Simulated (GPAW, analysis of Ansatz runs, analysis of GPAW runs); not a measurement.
# Reproducing a measured charge-transition level: substitutional N in diamond (GPAW), part 4 of 4

Aim: the charge-transition level of substitutional N in diamond, to be set beside the measurement. Set-up: PBEsol, plane waves 500 eV, 64-site cell, PBEsol lattice, k: the zone centre alone then 2x2x2 shifted, started with the impurity moved along one bond, dielectric constants 5.7 and 5.7 (handbook). The model is a cell of 64 host atoms with 1 C taken out and 1 N put in. The level is the Fermi energy at which two charge states have equal formation energy, after a correction for the images of the charge. A local or semilocal functional is the cheapest first rung.

GPAW 26.7.0; PBEsol, plane waves 500 eV, 64-site cell, PBEsol lattice, k: the zone centre alone then 2x2x2 shifted, started with the impurity moved along one bond, dielectric constants 5.7 and 5.7 (handbook).

So far: The structure; Relaxation, charge +1; Single point, charge +1; Relaxation, charge 0.

### 5. Single point, charge 0

This step: GPAW plane-wave PAW DFT, PBEsol; single point of a defect supercell.

run.py reads:

```python
import numpy as np
from ase.io import read, write
from ase.parallel import parprint, world
from gpaw import GPAW, PW
from gpaw import setup_paths

setup_paths.insert(0, '.')
atoms = read('POSCAR')
magmoms = np.zeros(len(atoms))
magmoms[[7, 41, 48, 26]] = 1 / 4
atoms.set_initial_magnetic_moments(magmoms)
calc = GPAW(mode=PW(500),
            xc='PBEsol',
            kpts={'size': (2, 2, 2), 'gamma': False},
            occupations={'name': 'fermi-dirac', 'width': 0.01, 'fixmagmom': True},
            nbands=137,
            convergence={'density': 1e-05, 'bands': 134},
            maxiter=150,
            symmetry={'point_group': False},
            txt='gpaw.txt')
atoms.calc = calc
energy = atoms.get_potential_energy()
forces = atoms.get_forces()
parprint(f'Energy: {energy:.6f} eV, largest force {np.linalg.norm(forces, axis=1).max():.4f} eV/A')
calc.write('gs.gpw')
write('final.xyz', atoms)
parprint('Moments:', atoms.get_magnetic_moments().round(3))
for s in range(calc.get_number_of_spins()):
    parprint('Levels (eV), spin', s, calc.get_eigenvalues(kpt=0, spin=s)[-16:].round(3))
field = calc.get_electrostatic_potential()
if world.rank == 0:
    np.save('potential.npy', field)
field = calc.get_pseudo_density()
if world.rank == 0:
    np.save('density.npy', field)
field = calc.get_pseudo_density(spin=0) - calc.get_pseudo_density(spin=1)
if world.rank == 0:
    np.save('spin.npy', field)
```

POSCAR reads:

```
C  N  C 
 1.0000000000000000
     7.1084376133738179   -0.0000000000000009    0.0000000000000000
     0.0000000000000018    7.1084376133738214    0.0000000000000000
    -0.0000000000000018   -0.0000000000000027    7.1084376133738205
 C   N   C  
   7   1  56
Direct
 -0.0023863457657819 -0.0020537199303168  0.2497301708972100
 -0.0023862472912595  0.2499531734874019 -0.0022437040131003
[... 1 atom line left out ...]
  0.2314673250988935  0.2317936387174636  0.2315869927454659
[... 2 atom lines left out ...]
  0.3718835198084172  0.1232794965171084  0.1230722062403776
  0.3912007196585862  0.3915385351013892  0.3913413820733646
[... 5 atom lines left out ...]
  0.1276641984298551  0.3746769451826008  0.6239089151821428
  0.3743101332132459  0.1279886494731704  0.6239153976192838
[... 5 atom lines left out ...]
  0.1276476068795854  0.6240921593872476  0.3744614336900165
[... 1 atom line left out ...]
  0.3743267627465452  0.6241152361882156  0.1278102980450568
[... 3 atom lines left out ...]
  0.2561754212450225  0.5031599817758589  0.5029464707228610
[... 9 atom lines left out ...]
  0.6237647794302765  0.1279906499127568  0.3744557981337693
  0.6237540738428970  0.3746733325744024  0.1277921013600698
[... 3 atom lines left out ...]
  0.5028016822255882  0.2565053390311178  0.5029520106181435
[... 6 atom lines left out ...]
  0.5028084221032666  0.5031582655056087  0.2563146220165307
[... 14 atom lines left out ...]
  0.8750694383667351  0.8754176794479173  0.8752137316778371
```

Started as:

```console
$ gpaw-setup -f PBEsol C N
$ OMP_NUM_THREADS=1 mpirun -n 4 gpaw python run.py > stdout
```

Output:

```text
__  _  _
 | _ |_)|_||  |
 |__||  | ||/\| - 26.7.0

Input parameters:
  mode=PW(ecut=500.0),
  convergence={'density': 1e-05, 'bands': 134},
  kpts=MonkhorstPack(size=(2, 2, 2), gamma=False),
  maxiter=150,
  nbands=137,
  occupations=Occupations(name='fermi-dirac', width=0.01, fixmagmom=True),
  symmetry=Symmetry(point_group=False),
  xc=XC(name='PBEsol')

Diagonalizing LCAO Hamiltonian
Converting LCAO to pw mode

                 C        C
            C  C     C C
         C   C C  C   C C
          C C   C C  C   C
          CC    CC CC     C
       C    C C      CCC
        C      CNC    CCC
         CCC C    C C
          C C   C  C C   C
       C   C  C C  C  C
        C     C  C     C
           C        C

Atoms  # Å, Bohr magnetons
|    | symbol |         x |         y |         z |    initial magnetic moments |
|----|--------|-----------|-----------|-----------|-----------------------------|
|  0 |      C | -0.016963 | -0.014599 |  1.775191 | ( 0.0000,  0.0000,  0.0000) |
|  1 |      C | -0.016962 |  1.776777 | -0.015949 | ( 0.0000,  0.0000,  0.0000) |
|  2 |      C |  1.774167 | -0.014655 | -0.016038 | ( 0.0000,  0.0000,  0.0000) |
|  3 |      C |  1.645371 |  1.647691 |  1.646222 | ( 0.0000,  0.0000,  0.0000) |
|  4 |      C |  0.874059 |  0.876314 |  2.644457 | ( 0.0000,  0.0000,  0.0000) |
|  5 |      C |  0.874018 |  2.646018 |  0.875021 | ( 0.0000,  0.0000,  0.0000) |
|  6 |      C |  2.643511 |  0.876325 |  0.874851 | ( 0.0000,  0.0000,  0.0000) |
|  7 |      N |  2.780826 |  2.783227 |  2.781826 | ( 0.0000,  0.0000,  0.2500) |
|  8 |      C | -0.000110 |  0.002265 |  5.326376 | ( 0.0000,  0.0000,  0.0000) |
|  9 |      C |  0.009349 |  1.781379 |  3.546537 | ( 0.0000,  0.0000,  0.0000) |
| 10 |      C |  1.778854 |  0.011585 |  3.546610 | ( 0.0000,  0.0000,  0.0000) |
[...]
| 59 |      C |  5.335006 |  5.337516 |  5.335996 | ( 0.0000,  0.0000,  0.0000) |
| 60 |      C |  4.446175 |  4.448756 |  6.232336 | ( 0.0000,  0.0000,  0.0000) |
| 61 |      C |  4.446368 |  6.233872 |  4.447317 | ( 0.0000,  0.0000,  0.0000) |
| 62 |      C |  6.231226 |  4.448708 |  4.447284 | ( 0.0000,  0.0000,  0.0000) |
| 63 |      C |  6.220377 |  6.222852 |  6.221402 | ( 0.0000,  0.0000,  0.0000) |

Unit cell  # Å
| periodic |         x |         y |        z |  lengths |    angles |
|----------|-----------|-----------|----------|----------|-----------|
|      yes |  7.108438 | -0.000000 | 0.000000 | 7.108438 | 90.000000 |
|      yes |  0.000000 |  7.108438 | 0.000000 | 7.108438 | 90.000000 |
|      yes | -0.000000 | -0.000000 | 7.108438 | 7.108438 | 90.000000 |

Number of symmetries: 1
Symmetry operations  # r_c * U_cc + t_c -> r_c
|   | kind |            matrix            |
|---|------|------------------------------|
| 0 |  E   |  1, 0, 0,  0, 1, 0,  0, 0, 1 |

BZ-sampling:
  Number of BZ points: 8
  Number of IBZ points: 4

  Monkhorst-Pack size: [2, 2, 2]
  Monkhorst-Pack shift: [0, 0, 0]

K-points  # in reciprocal-cell coordinates
|   |                                coordinates |     weight |
|---|--------------------------------------------|------------|
| 0 | (  0.25000000,  -0.25000000,  -0.25000000) | 0.25000000 |
| 1 | (  0.25000000,  -0.25000000,   0.25000000) | 0.25000000 |
| 2 | (  0.25000000,   0.25000000,  -0.25000000) | 0.25000000 |
| 3 | (  0.25000000,   0.25000000,   0.25000000) | 0.25000000 |

Plane wave coefficients: 9111
Cutoff: 500.0 eV

Spin-components: 2 (collinear spins)
Bands:           137
Projectors:      320
Spin-degeneracy: 1
Datatype:        complex128

Density:
  Valence electrons: 257.0
  Components: 2
  Grid points: [40 40 40]
  Charge: 0.0  # |e|

Potential:
  Grid points: [40 40 40]

species:
  C:
    name:    Carbon
    Z:       6.0
    valence: 4
    core:    2
    charge:  0.0  # [|e|]
    compensation charges:
      type: gauss
      rc: 0.20  # [Å]
      lmax: 2
    cutoffs:
      filter: 1.14  # [Å]
      core: 1.14  # [Å]
    projectors
    | kind |    occ | energy [eV] | rcut [Å] |
    |------|--------|-------------|----------|
    |   2s |  2.000 |     -13.648 |    0.635 |
    |   2p |  2.000 |      -5.232 |    0.635 |
    |    s |        |      13.563 |    0.635 |
    |    p |        |      21.979 |    0.635 |
    |    d |        |       0.000 |    0.635 |

    Using partial waves for C as LCAO basis

  N:
    name:    Nitrogen
    Z:       7.0
    valence: 5
    core:    2
    charge:  0.0  # [|e|]
    compensation charges:
      type: gauss
      rc: 0.18  # [Å]
      lmax: 2
    cutoffs:
      filter: 1.11  # [Å]
      core: 0.96  # [Å]
    projectors
    | kind |    occ | energy [eV] | rcut [Å] |
    |------|--------|-------------|----------|
    |   2s |  2.000 |     -18.455 |    0.603 |
    |   2p |  3.000 |      -7.035 |    0.529 |
    |    s |        |       8.756 |    0.603 |
    |    p |        |      20.177 |    0.529 |
    |    d |        |       0.000 |    0.577 |

    Using partial waves for N as LCAO basis

Reference energy: -65922.573901  # eV

eigensolver:
  PPCG
  Converge bands: 134
  niter=2

density mixing:
  MSR1-Mixer
  Pratt-step length: 0.05
  Maximum mixing coefficient: 0.75
  Old densities: 10
  SVD Regularization: 0.005
  Good broyden scale: 1.0
  Trust region scale: 1.0
  Backstep threshold: 4.0
  History deletion threshold: 6.0
  Fourier metric: weight=20.0, sigma=0.015

occupation numbers:
  Fixed magnetic moment: 1.000
  Fermi-Dirac:
    width: 0.0100  # eV

poisson solver:
  ecut: 4000.0  # eV

xc functional:
  name: PBEsol with 2 nearest neighbor stencil

Initialization done in: 23.683 s

convergence criteria:
- Maximum integral of absolute [dens]ity change: 1e-05 electrons / valence electron
- Maximum [total energy] change in last 3 cyles: 0.0005 eV / valence electron
- Maximum integral of absolute [eigenst]ate change: 4e-08 eV^2 / valence electron
maximum number of iterations: 150

SCF iterations
|iter     | |      energy | eigst |  dens |  magmom |
|---------|-|-------------|-------|-------|---------|
|iter:   1| | -628.196295 | +0.19 |       |  +0.9984|
|iter:   2| | -625.833340 | -1.59 | -0.78 |  +0.9985|
|iter:   3| | -610.540402 | -1.09 | -0.81 |  +0.9995|
|iter:   4| | -610.264410 | -1.21 | -1.46 |  +0.9999|
|iter:   5| | -610.073386 | -1.47 | -2.09 |  +0.9999|
|iter:   6| | -610.081390 | -1.73 | -2.35 |  +1.0000|
|iter:   7| | -610.081852c| -1.88 | -2.75 |  +1.0000|
|iter:   8| | -610.082215c| -1.83 | -3.27 |  +1.0000|
|iter:   9| | -610.082301c| -1.94 | -3.70 |  +1.0000|
|iter:  10| | -610.082331c| -2.12 | -4.00 |  +1.0000|
|iter:  11| | -610.082333c| -2.41 | -4.43 |  +1.0000|
|iter:  12| | -610.082334c| -2.78 | -4.74 |  +1.0000|
|iter:  13| | -610.082334c| -3.01 | -5.12c|  +1.0000|
|iter:  14| | -610.082334c| -3.34 | -5.39c|  +1.0000|
|iter:  15| | -610.082334c| -3.62 | -5.84c|  +1.0000|
|iter:  16| | -610.082334c| -3.88 | -6.18c|  +1.0000|
|iter:  17| | -610.082334c| -4.20 | -6.44c|  +1.0000|
|iter:  18| | -610.082334c| -4.42 | -6.71c|  +1.0000|
|iter:  19| | -610.082334c| -4.73 | -7.07c|  +1.0000|
|iter:  20| | -610.082334c| -5.00 | -7.40c|  +1.0000|
|iter:  21| | -610.082334c| -5.28 | -7.77c|  +1.0000|
|iter:  22| | -610.082334c| -5.54 | -7.95c|  +1.0000|
|iter:  23| | -610.082334c| -5.84 | -8.33c|  +1.0000|
|iter:  24| | -610.082334c| -6.06 | -8.66c|  +1.0000|
|iter:  25| | -610.082334c| -6.36 | -8.97c|  +1.0000|
|iter:  26| | -610.082334c| -6.64 | -9.19c|  +1.0000|
|iter:  27| | -610.082334c| -6.86 | -9.60c|  +1.0000|
|iter:  28| | -610.082334c| -7.15 | -9.76c|  +1.0000|
|iter:  29| | -610.082334c| -7.38 |-10.13c|  +1.0000|
|iter:  30| | -610.082334c| -7.63c|-10.29c|  +1.0000|

Converged in 30 steps
SCF loop duration: 232.615 s (7.754 s/step)
Energy contributions relative to reference atoms: (reference = -65922.573901)

Energy contributions:
  Kinetic:         573.345537
  Coulomb:        -529.418680
  Zero:              0.640966
  External:          0.000000
  Xc:             -654.650156
  Entropy:          -0.000000
  Spinorbit:         0.000000
  ----------------------------
  Free energy:    -610.082334
  Extrapolated:   -610.082334

dipole moment: (0.197889, -55.449609, -55.793113)  # |e|*Ang

Total magnetic moment: (0.000000, 0.000000, 1.000000)

Local magnetic moments
|        x |        y |         z |
|----------|----------|-----------|
| 0.000000 | 0.000000 |  0.011693 |  # C    0
| 0.000000 | 0.000000 |  0.011692 |  # C    1
| 0.000000 | 0.000000 |  0.011696 |  # C    2
| 0.000000 | 0.000000 |  0.235338 |  # C    3
| 0.000000 | 0.000000 | -0.007335 |  # C    4
| 0.000000 | 0.000000 | -0.007336 |  # C    5
| 0.000000 | 0.000000 | -0.007335 |  # C    6
| 0.000000 | 0.000000 |  0.109225 |  # N    7
| 0.000000 | 0.000000 |  0.000502 |  # C    8
| 0.000000 | 0.000000 |  0.003837 |  # C    9
[...]
Fermi levels: 16.194, 14.118
Eigenvalues  # (at kpt = [0.250, -0.250, -0.250])
| band index |      eig [eV] | occ [0-1] |      eig [eV] | occ [0-1] |
|------------|---------------|-----------|---------------|-----------|
|          0 |        -9.393 |     1.000 |        -9.322 |     1.000 |
|        ... |               |           |               |           |
|        121 |        10.117 |     1.000 |        10.125 |     1.000 |
|        122 |        10.150 |     1.000 |        10.174 |     1.000 |
|        123 |        10.252 |     1.000 |        10.264 |     1.000 |
|        124 |        10.324 |     1.000 |        10.341 |     1.000 |
|        125 |        10.469 |     1.000 |        10.583 |     1.000 |
|        126 |        11.453 |     1.000 |        11.467 |     1.000 |
|        127 |        11.596 |     1.000 |        11.673 |     1.000 |
|        128 |        14.877 |     1.000 |        15.770 |     0.000 |
|        129 |        16.887 |     0.000 |        16.936 |     0.000 |
|        130 |        17.024 |     0.000 |        17.034 |     0.000 |
|        131 |        17.114 |     0.000 |        17.136 |     0.000 |
|        132 |        17.267 |     0.000 |        17.282 |     0.000 |
|        133 |        17.379 |     0.000 |        17.395 |     0.000 |
|        134 |        17.553 |     0.000 |        17.621 |     0.000 |
|        135 |        17.927 |     0.000 |        17.956 |     0.000 |
|        136 |        17.997 |     0.000 |        18.008 |     0.000 |

Gap: 0.689 eV
Transition (v -> c):
  (s=1, k=3, n=128, [0.25, 0.25, 0.25]) -> (s=0, k=3, n=129, [0.25, 0.25, 0.25])
No difference between direct/indirect transitions

Forces  # eV/Ang
|        x |        y |        z |
|----------|----------|----------|
[...]
|  0.00346 |  0.00319 |  0.00648 |  # C   59
|  0.00716 |  0.00468 | -0.01649 |  # C   60
|  0.00190 | -0.01753 |  0.00428 |  # C   61
| -0.01462 |  0.00371 |  0.00622 |  # C   62
|  0.01026 |  0.01093 |  0.01154 |  # C   63

# Writing to gs.gpw (mode='')
```

Run time: 4.5 min. Hardware: 4 MPI ranks of AMD EPYC 7B13 (Zen 3), shared host; peak memory 2.5 GiB; 18 min of CPU time.

Read from the output:

```yaml
total_moment: 1.000 μB
```

### 6. Charge-transition levels

Analysis of the runs above: levels from GPAW plane-wave PAW DFT, PBEsol energies with an image-charge correction aligned at atomic sites (own code after Kumagai and Oba).

It gives:

```
gap : 4.029 eV
```

### 7. What came out

```yaml
static_dielectric_constant_used: 5.7
band_gap_of_the_host: 4.03 eV
plus_1_over_0_level_below_the_conduction_band_bottom: 1.11 eV
```

In words: (+1/0) level below the conduction-band bottom: computed 1.11 eV, measured 1.7 eV; 0.59 eV shallower than the measurement. The level is counted in a gap of 4.03 eV, and the correction is screened by a dielectric constant of 5.7 from a handbook. Levels hang on the band edges, which semilocal functionals place too close together. Limits: the periodic copies of the defect are only 7.1 Å apart.

[Logs are printed without paths, hosts, clocks, repeated set-up lines and the standing remarks that a program may print on its own settings, such as how far it seeks lower states.]

[Hosts, paths, dates, database ids (printed as entryN), source tags and the programs' standing remarks are cut or masked in the printed files.]

[For some hosts the program warned that the k-mesh of the response run may be too coarse for force constants and the static dielectric constant; such warnings are not shown here.]
